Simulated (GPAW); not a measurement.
The system is C.

```
C
1.0
     2.12732   -1.22828    0.00000
     2.12732    1.22828    0.00000
    -1.37907    0.00000    3.50283
C
2
Direct
  0.16664 0.16664 0.99991
  0.83336 0.83336 0.00009
```

This is a stacking variant of graphite.

Program: GPAW 26.7.0. Alike in all runs: task band structure; no spin polarisation; cell as given; k mesh 13 × 13 × 8; cutoff (eV) 800; smearing fermi-dirac 0.05 eV.

**Question.** Order these runs on this cell by their pressure, lowest first.
A. level PBE; potentials or basis GPAW PAW data sets (gpaw-data 1.2.1), pw
B. level PBEsol; potentials or basis PAW data sets generated in the run's folder for this functional, pw
C. level LDA; potentials or basis the program's PAW data sets (release 1.2.1) made for this functional, pw

**Answer.** C (-4.3 GPa), B (0.7 GPa), A (3.7 GPa).

Caveats: this functional lacks dispersion, which binds the layers, so the pressure and a relaxed spacing across them are unreliable (some runs).
